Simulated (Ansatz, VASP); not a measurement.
## Ga: VASP beside Ansatz

```
Ga
1.0
     1.45000   -4.06500    0.00000
     1.45000    4.06500    0.00000
     0.00000    0.00000    3.17000
Ga
2
Cartesian
  1.4500 2.9837 2.3775
  1.4500 -2.9837 0.7925
```

This isn't the form of Ga at room conditions, which is orthorhombic.

Alike in both runs: functional LDA; k mesh 6 × 6 × 5; occupations fermi-dirac, width 0.05 eV; no spin polarisation.

|  | VASP | Ansatz |
| --- | --- | --- |
| version | VASP 6.6.1 | Ansatz 0.2.0 |
| potentials or method | VASP PAW LDA potentials, release 64 (Ga_d) | Ansatz PAW |
| plane-wave cutoff (eV) | 520 | 420 |
| valence electrons in the cell | 26 | 26 |
| task | single point | band structure |

|  | VASP | Ansatz | Ansatz less VASP |
| --- | --- | --- | --- |
| gap on the k mesh at the Fermi level (eV) | none | none | - |
| pressure (GPa) | -3.6 | -3.7 | -0.10 |
| largest component of the traceless stress (GPa) | 2.37 | 2.32 | -0.047 |
| rms of the force components (eV/Å) | 0.082 | 0.079 | -0.0029 |

Atom by atom the forces differ by 0.003 eV/Å (rms over components). A gap of «none» marks a metal or a gap that the smearing closes.

Caveats: the k mesh is coarse (spacing up to 0.40 Å⁻¹), so the values aren't converged; the PAW data sets come from PBE, with cores solved anew for the run's functional, which leaves a small shift of forces and pressure (Ansatz).
